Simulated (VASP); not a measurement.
Set up this calculation in VASP 6.6.1, as the native input.

```yaml
Task: relaxation of the atoms
Functional: PBE
Potentials_or_basis: VASP PAW PBE potentials, release 64 (Sb)
Cutoff: 520 eV
k_mesh: 12 × 12 × 1
Occupations: gaussian, width 0.05 eV
Spin: no spin polarisation
Dipole_correction: yes
Further_INCAR_settings: ALGO = Normal; EDIFF = 1e-07; IBRION = 2; EDIFFG = -0.003; NSW = 100
```

The structure of Sb lies in POSCAR:

```
Sb
1.0
    4.3084000000      0.0000000000      0.0000000000
   -2.1542000000      3.7311838500      0.0000000000
    0.0000000000      0.0000000000     19.5067325300
Sb
2
Direct
    0.3333333330      0.6666666670      0.5386208333
    0.0000000000      0.0000000000      0.4613791667
```

The slab is cut from a database's or a generator's crystal, which needn't be the stable form of the element.

One way to write it, as run:

INCAR

```
ALGO = Normal
DIPOL = 0.5 0.5 0.500
EDIFF = 1E-7
EDIFFG = -0.003
ENCUT = 520
GGA = PE
IBRION = 2
IDIPOL = 3
ISIF = 2
ISMEAR = 0
LASPH = T
LCHARG = F
LDIPOL = T
LREAL = F
LWAVE = F
NELM = 80
NSW = 100
PREC = Accurate
SIGMA = 0.05
```

KPOINTS

```
k-points
0
Gamma
  12 12 1
```

Potentials or basis: VASP PAW PBE potentials, release 64 (Sb).

Run with:

```bash
$ cat potpaw_PBE.64/Sb/POTCAR > POTCAR
$ mpirun -np 1 vasp_std > vasp.out
```

It gave:

```json
{
  "Energy gained by relaxing": "10.5 meV/atom",
  "Ionic steps": "3",
  "Band gap on the k mesh": "1.12 eV, indirect (least direct gap 1.15 eV)"
}
```

Caveat: spin-orbit coupling is left out, which moves the levels of the heavy elements.

It took 2.4 min on 1 thread of Intel(R) Xeon(R) Platinum 8559C (Emerald Rapids) (shared host), peak memory 0.42 GiB.
